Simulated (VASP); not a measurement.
Computed with rev-vdW-DF2, VASP's PBE PAW potentials (set 64) (plane waves; VASP).

VASP input:

**KPOINTS**
```
K-points
0
G
5 5 5
0 0 0
```

INCAR:
```
SYSTEM=CsI
PREC=Accurate; ENCUT=520; LREAL=.FALSE.
LASPH=.TRUE.
EDIFF=1E-6; NELM=100; ALGO=Normal
LMAXMIX=4
ISMEAR=0; SIGMA=0.05
GGA=MK; LUSE_VDW=.TRUE.; AGGAC=0.0
PARAM1=0.1234568; PARAM2=0.7114; ZAB_VDW=-1.8867
IBRION=2; NSW=60; ISIF=3
EDIFFG=-0.01
LWAVE=.FALSE.; LCHARG=.FALSE.
```

### POSCAR
```
CsI
1
    4.5700000000     0.0000000000     0.0000000000
    0.0000000000     4.5700000000     0.0000000000
    0.0000000000     0.0000000000     4.5700000000
Cs I
1 1
Direct
  0.0000000000   0.0000000000   0.0000000000
  0.5000000000   0.5000000000   0.5000000000
```

POTCAR, in this order: Cs_sv I (PBE.64 set). Program: vasp_std.

What VASP printed:

OSZICAR:
```
       N       E                     dE             d eps       ncg     rms          rms(c)
DAV:   1     0.960629166753E+02    0.96063E+02   -0.61817E+03   240   0.110E+03
DAV:   2     0.563688462882E+01   -0.90426E+02   -0.85430E+02   344   0.166E+02
DAV:   3    -0.135084483583E+01   -0.69877E+01   -0.69767E+01   316   0.534E+01
DAV:   4    -0.144041632341E+01   -0.89571E-01   -0.89559E-01   272   0.761E+00
DAV:   5    -0.144171037579E+01   -0.12941E-02   -0.12940E-02   316   0.950E-01    0.137E+00
DAV:   6    -0.131539493164E+01    0.12632E+00   -0.17119E-01   264   0.192E+00    0.976E-01
DAV:   7    -0.128667018774E+01    0.28725E-01   -0.12722E-01   272   0.171E+00    0.501E-01
DAV:   8    -0.128792897338E+01   -0.12588E-02   -0.81765E-03   268   0.614E-01    0.724E-02
DAV:   9    -0.128805506155E+01   -0.12609E-03   -0.78663E-04   276   0.179E-01    0.645E-02
DAV:  10    -0.128810543657E+01   -0.50375E-04   -0.80198E-05   272   0.657E-02    0.118E-02
DAV:  11    -0.128810349366E+01    0.19429E-05   -0.21459E-05   276   0.248E-02    0.357E-03
DAV:  12    -0.128810372560E+01   -0.23194E-06   -0.17465E-06   260   0.990E-03
   1 F= -.12881037E+01 E0= -.12881037E+01  d E =-.128810E+01
       N       E                     dE             d eps       ncg     rms          rms(c)
DAV:   1    -0.129818554916E+01   -0.10082E-01   -0.16704E-01   240   0.237E+00    0.430E-01
DAV:   2    -0.129109294933E+01    0.70926E-02   -0.98449E-03   244   0.579E-01    0.180E-01
DAV:   3    -0.128916000623E+01    0.19329E-02   -0.62103E-03   240   0.432E-01    0.101E-01
DAV:   4    -0.128915002909E+01    0.99771E-05   -0.77524E-05   264   0.619E-02    0.768E-02
DAV:   5    -0.128913976382E+01    0.10265E-04   -0.44522E-05   264   0.401E-02    0.107E-02
DAV:   6    -0.128913947299E+01    0.29084E-06   -0.44607E-06   264   0.127E-02
   2 F= -.12891395E+01 E0= -.12891395E+01  d E =-.103575E-02
       N       E                     dE             d eps       ncg     rms          rms(c)
DAV:   1    -0.129957162948E+01   -0.10432E-01   -0.18806E-01   240   0.252E+00    0.456E-01
DAV:   2    -0.129159778838E+01    0.79738E-02   -0.11020E-02   244   0.614E-01    0.191E-01
DAV:   3    -0.128941559716E+01    0.21822E-02   -0.70012E-03   240   0.460E-01    0.107E-01
DAV:   4    -0.128940456317E+01    0.11034E-04   -0.87578E-05   256   0.659E-02    0.812E-02
DAV:   5    -0.128939329633E+01    0.11267E-04   -0.49422E-05   268   0.423E-02    0.113E-02
DAV:   6    -0.128939293280E+01    0.36353E-06   -0.48596E-06   256   0.134E-02
   3 F= -.12893929E+01 E0= -.12893929E+01  d E =-.128921E-02
```

### OUTCAR
```
------------------------ aborting loop because EDIFF is reached ----------------------------------------
  FORCE on cell =-STRESS in cart. coord.  units (eV):
  Direction    XX          YY          ZZ          XY          YZ          ZX
  --------------------------------------------------------------------------------------
  Total        0.0155094      0.0155094      0.0155094      0.0000000      0.0000000      0.0000000
  in kB        0.2658251      0.2658251      0.2658251      0.0000000      0.0000000      0.0000000
  external PRESSURE =       0.2658251 kB  Pullay stress =       0.0000000 kB
  volume of cell :       93.48
      direct lattice vectors                 reciprocal lattice vectors
     4.538404170  0.000000000  0.000000000     0.220341768  0.000000000 -0.000000000
     0.000000000  4.538404170  0.000000000     0.000000000  0.220341768  0.000000000
     0.000000000  0.000000000  4.538404170     0.000000000  0.000000000  0.220341768
 POSITION                                       TOTAL-FORCE (eV/Angst)
 -----------------------------------------------------------------------------------
      0.00000      0.00000      0.00000         0.000000      0.000000      0.000000
      2.26920      2.26920      2.26920        -0.000000      0.000000      0.000000
 -----------------------------------------------------------------------------------
    total drift:                               -0.000000      0.000000      0.000000
  FREE ENERGIE OF THE ION-ELECTRON SYSTEM (eV)
  ---------------------------------------------------
  free  energy   TOTEN  =        -1.2893929328 eV

  energy  without entropy=       -1.2893929328  energy(sigma->0) =       -1.28939293

 reached required accuracy - stopping structural energy minimisation
```
(Selected blocks of OUTCAR.)

CONTCAR:
```
CsI
   1.00000000000000
     4.5384041704462046    0.0000000000000000    0.0000000000000000
     0.0000000000000000    4.5384041704462046    0.0000000000000000
     0.0000000000000000    0.0000000000000000    4.5384041704462046
  Cs              I
     1     1
Direct
     0.0000000000000000    0.0000000000000000    0.0000000000000000
     0.5000000000000000    0.5000000000000000    0.5000000000000000
```

Energy and stress use the plane-wave basis of the starting cell.

The compound is CsI in the CsCl type structure. This run relaxes it. Symmetry was kept, so distortions that lower it aren't found.
